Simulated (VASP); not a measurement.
**ZnSe in VASP 6.6.1, single-point calculation**

INCAR

```
LCHARG = .FALSE.
SIGMA = 0.01
ENCUT = 520
ISMEAR = 0
NELM = 71
NSW = 0
ISIF = 2
ALGO = Eigenval
LREAL = .FALSE.
PREC = Accurate
NBANDS = 16
EDIFF = 1E-7
IBRION = -1
LWAVE = .FALSE.
LASPH = .TRUE.
METAGGA = R2SCAN
```

KPOINTS

```
KPOINTS created by Atomic Simulation Environment
0
Gamma
8 8 8
0 0 0
```

POSCAR

```
Zn Se
 1.0000000000000000
     0.0000000000000000    2.6907996505999998    2.6907996505999998
     2.6907996505999998    0.0000000000000000    2.6907996505999998
     2.6907996505999998    2.6907996505999998    0.0000000000000000
 Zn  Se
   1   1
Cartesian
  0.0000000000000000  0.0000000000000000  0.0000000000000000
  1.3453998252999999  1.3453998252999999  1.3453998252999999
```

The recommended PBE PAW datasets give the neutral cell 18 valence electrons.

Command

```
mpirun -np 1 vasp_std
```

OSZICAR

```
N       E                     dE             d eps       ncg     rms          rms(c)
EIG:   1     0.128088895255E+04    0.12809E+04    0.00000E+00     0   0.000E+00
EIG:   2     0.128088895255E+04    0.72760E-11    0.00000E+00     0   0.000E+00
EIG:   3     0.128088895255E+04   -0.38654E-10    0.00000E+00     0   0.000E+00
EIG:   4     0.128088895255E+04    0.12278E-10    0.00000E+00     0   0.000E+00
EIG:   5     0.128088895255E+04    0.24102E-10    0.00000E+00     0   0.000E+00    0.212E+02
EIG:   6     0.154957412481E+04    0.26869E+03    0.00000E+00     0   0.000E+00    0.128E+02
EIG:   7     0.174739743207E+04    0.19782E+03    0.00000E+00     0   0.000E+00    0.905E+00
EIG:   8     0.174971153299E+04    0.23141E+01    0.00000E+00     0   0.000E+00    0.373E-01
EIG:   9     0.174971957430E+04    0.80413E-02    0.00000E+00     0   0.000E+00    0.211E-01
EIG:  10     0.174972082229E+04    0.12480E-02    0.00000E+00     0   0.000E+00    0.674E-03
EIG:  11     0.174972082044E+04   -0.18564E-05    0.00000E+00     0   0.000E+00    0.345E-03
EIG:  12     0.174972082054E+04    0.10197E-06    0.00000E+00     0   0.000E+00    0.225E-04
EIG:  13     0.174972082033E+04   -0.20635E-06    0.00000E+00     0   0.000E+00    0.268E-05
EIG:  14     0.174972082029E+04   -0.38548E-07    0.00000E+00     0   0.000E+00
   1 F= 0.17497208E+04 E0= 0.17497211E+04  d E =-.513649E-03
```

It converged. Results: gap between bands v and c on the k mesh -26.47 eV (bands overlap: a metal); least direct gap on the k mesh -10.77 eV; pressure 1365.7 GPa. Band v is the last that the valence electrons fill when counted band by band, and c is the next.

Why shouldn't this run be trusted?

No self-consistency without orbitals. On sound settings r²SCAN gives a gap of 2.58 eV on its mesh and a pressure of 14.4 GPa for the intended cell. This run's energy (σ→0) differs from it by 887188 meV an atom.
